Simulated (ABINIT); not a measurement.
The system is CoO.

```
Co O
1.0
     1.60222    0.92504    2.56647
    -1.60222    0.92504    2.56647
     0.00000   -1.85008    2.56647
Co O
1 1
Direct
  0.99898 0.99898 0.99898
  0.75102 0.75102 0.75102
```

Measurements of this composition are mostly on another form, of space group No. 225.

Base run:

| Item | Value |
| --- | --- |
| Program | ABINIT 10.8.3 (patched build) |
| Functional | LDA |
| Potentials or basis | JTH PAW PBE v2.0 |
| Cutoff | 707 eV |
| k mesh | 6 × 6 × 6 |
| Occupations | fermi-dirac, width 0.05 eV |
| Spin | collinear spin, ferromagnetic start |
| Starting moments | [2.0, 0.0] μB |
| Hubbard terms | Co d U = 4 eV |

Its results: band gap on the k mesh 0.34 eV, direct; pressure 0.5 GPa; net moment 3.00 μB per cell; site moments Co +2.63; O +0.21 μB; largest force 0.389 eV/Å.

Problem. The run is repeated on the same cell with these changes: hubbard terms from Co d U = 4 eV to Co d U = 0 eV. What comes out?

Solution. Band gap on the k mesh none (metal or under the smearing width); pressure -15.4 GPa; net moment 2.65 μB per cell; site moments Co +2.27; O +0.28 μB; largest force 0.196 eV/Å.

Caveats: some runs use coarse meshes; the PAW data sets were made with another functional, which shifts forces and pressure a little; a cell with one magnetic atom can't hold antiferromagnetic order, which such compounds often take.

A k mesh can miss the band edges.
